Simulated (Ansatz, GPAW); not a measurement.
This is a calculation of TaN for GPAW 26.7.0 (ASE script). The cell comes from a database or a generator and needn't be the stable form of this composition.

File run.py:

```python
from ase import Atoms
from ase.dft.bandgap import bandgap
from ase.io import write
from ase.units import GPa
from gpaw import GPAW, PW

atoms = Atoms(['Ta', 'N'],
              cell=[[0.0, 2.211323, 2.211323],
                    [2.211323, 0.0, 2.211323],
                    [2.211323, 2.211323, 0.0]],
              scaled_positions=[[0.5, 0.5, 0.5],
                                [0.0, 0.0, 0.0]],
              pbc=True)

calc = GPAW(mode=PW(800),
            xc='LDA',
            kpts={'size': (10, 10, 10), 'gamma': True},
            occupations={'name': 'methfessel-paxton', 'order': 0, 'width': 0.05},
            nbands=19,
            convergence={'density': 1e-05, 'energy': 1e-05},
            maxiter=150,
            txt='gpaw.txt')
atoms.calc = calc
energy = atoms.get_potential_energy()
forces = atoms.get_forces()
stress = atoms.get_stress()
calc.write('gs.gpw')
write('result.traj', atoms)
print(f'Energy: {energy:.6f} eV')
print('Forces (eV/A):')
print(forces.round(4))
print('Stress (GPa):', (stress / GPa).round(3))
print('Fermi level:', round(calc.get_fermi_level(), 4), 'eV')
print(f'Gap: {bandgap(calc)[0]:.4f} eV, direct: {bandgap(calc, direct=True)[0]:.4f} eV')
```

Potentials or basis: the program's PAW data sets (release 1.2.1) made for this functional, pw.

Launch:

```sh
$ OMP_NUM_THREADS=1 python run.py
```

Problem. What does the same run look like in Ansatz 0.2.0? Potentials or basis there: all-electron LAPW, scalar-relativistic.

Solution. As run (cutoffs and basis follow the program's own potentials, and thresholds, step limits or extra output files can differ):

input.yaml

```yaml
crystal:
  lattice:
    - [0.0, 2.211323, 2.211323]
    - [2.211323, 0.0, 2.211323]
    - [2.211323, 2.211323, 0.0]
  atoms:
    - { symbol: Ta, position: [0.5, 0.5, 0.5] }
    - { symbol: "N", position: [0.0, 0.0, 0.0] }
kpoints:
  mp_grid: { grid: [10, 10, 10] }
scf:
  occupations: { method: gaussian, width: 0.05 }
hamiltonian:
  xc: lda
  pseudopotentials: { kind: all_electron, lapw: { basis_error: 0.001 } }
output:
  forces: true
  stress: true
  eigenvalues: true
```

Potentials or basis: all-electron LAPW, scalar-relativistic.

Command:

```bash
$ ansatz run input.yaml --threads 1 --pin off --max-ram 3072MiB --backend cpu --events-out ev --progress --plain --runs-dir out
```

Both were run:

|  | GPAW | Ansatz |
| --- | --- | --- |
| Pressure | -19.0 GPa | -17.1 GPa |

Where Ansatz's input types no cutoff or centring, it takes its own default and a Γ-centred mesh.

The two programs' LDA may be different fits to the electron gas.

The cell lies far from this level's equilibrium.

Pressure is positive in compression.
